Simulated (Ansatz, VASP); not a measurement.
One calculation of S, two programs

File INCAR:

```
ALGO     = Normal         # electronic algorithm
EDIFF    = 1E-7           # SCF threshold, eV
ENCUT    = 520            # plane-wave cutoff, eV
GGA      = PE             # functional
ISIF     = 2              # what is computed and relaxed
ISMEAR   = -1             # smearing method
LASPH    = True           # aspherical terms in the spheres
LCHARG   = False          # write CHGCAR
LREAL    = False          # projectors in reciprocal space
LWAVE    = False          # write WAVECAR
NBANDS   = 20             # bands
NELM     = 100            # most SCF steps
PREC     = Accurate       # precision mode
SIGMA    = 0.05           # smearing width, eV
```

Contents of KPOINTS:

```
k-points
0
Gamma
  5 5 9
```

The input POSCAR:

```
S
1.0
    5.6399448982      0.0000000000      0.0000000000
    0.0000000000      5.6399448982      0.0000000000
    0.0000000000      0.0000000000      2.9298189058
S
4
Direct
    0.6166086200      0.3833913800      0.0000000000
    0.3833913800      0.6166086200      0.0000000000
    0.1166086200      0.1166086200      0.5000000000
    0.8833913800      0.8833913800      0.5000000000
```

File input.yaml:

```yaml
crystal:
  lattice:
    - [5.6399448982, 0.0, 0.0]
    - [0.0, 5.6399448982, 0.0]
    - [0.0, 0.0, 2.9298189058]
  atoms:
    - { symbol: S, position: [0.61660862, 0.38339138, 0.0] }
    - { symbol: S, position: [0.38339138, 0.61660862, 0.0] }
    - { symbol: S, position: [0.11660862, 0.11660862, 0.5] }
    - { symbol: S, position: [0.88339138, 0.88339138, 0.5] }
hamiltonian:
  xc: pbe
  pseudopotentials: { kind: paw }
kpoints:
  mp_grid: { grid: [5, 5, 9] }
scf:
  occupations: { method: fermi_dirac, width: 0.05 }
output:
  forces: true
  stress: true
  eigenvalues: true
  write_density: true
  write_potential: true
  elf: true
  volumetric_format: npy
```

Change from the starting cell: volume scaled by 0.98.

Alike in both runs: task single point; functional PBE; k mesh 5 × 5 × 9; occupations fermi-dirac, width 0.05 eV; no spin polarisation.

|  | VASP | Ansatz |
| --- | --- | --- |
| version | VASP 6.6.1 | Ansatz 0.2.0 |
| potentials or method | VASP PAW PBE potentials, release 64 (S) | Ansatz PAW |
| plane-wave cutoff (eV) | 520 | 420 |
| valence electrons in the cell | 24 | 24 |

```tsv
	VASP	Ansatz	Ansatz less VASP
gap on the k mesh at the Fermi level (eV)	none	none	-
pressure (GPa)	3.3	3.9	+0.68
largest component of the traceless stress (GPa)	1.83	2.44	+0.602
rms of the force components (eV/Å)	0.561	0.730	+0.1694
```

Atom by atom the forces differ by 0.169 eV/Å (rms over components). A gap of «none» marks a metal or a gap that the smearing closes.

Caveats: forces of over 1 eV/Å show positions far from the minimum, so gaps and moduli don't describe the material at rest (Ansatz).
